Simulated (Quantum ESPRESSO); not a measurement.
HgSe under changes of volume

One of the cells (28.067 Å³/atom); the others are scaled copies at fixed shape and fractional positions:

```
CELL_PARAMETERS angstrom
0.00000 3.03900 3.03900
3.03900 0.00000 3.03900
3.03900 3.03900 0.00000
ATOMIC_POSITIONS crystal
Hg 0.00000 0.00000 0.00000
Se 0.75000 0.75000 0.75000
```

| Item | Value |
| --- | --- |
| Program | Quantum ESPRESSO 7.5 |
| Functional | PBE |
| Potentials or basis | SSSP 1.3 efficiency PBE |
| Cutoff | 816 eV |
| Density cutoff | 5987 eV |
| k mesh | 8 × 8 × 8 |
| Occupations | fermi-dirac, width 0.05 eV |
| Spin | no spin polarisation |

```csv
volume (Å³/atom),energy over the lowest point (meV/atom),pressure (GPa)
26.383,100.55,9.1
26.944,71.46,7.4
27.505,48.03,5.9
28.067,29.69,4.5
28.628,15.87,3.3
29.189,?,?
29.751,0.00,1.2
```

Q: What does the run at 29.189 Å³/atom give?

A: Energy over the lowest point 6.12 meV/atom; pressure 2.2 GPa.

Worked out: A Birch-Murnaghan fit of order 3 (a polynomial in V^(-2/3)) to the other rows has its minimum at 30.58 Å³/atom, just outside them, with B0 = V·E''(V) = 43 GPa and B' = 5.0. It gives 6.13 meV/atom at 29.189 Å³/atom, against the run's 6.12, and -dE/dV = 2.2 GPa, against 2.2.

Energies are extrapolated to zero smearing.
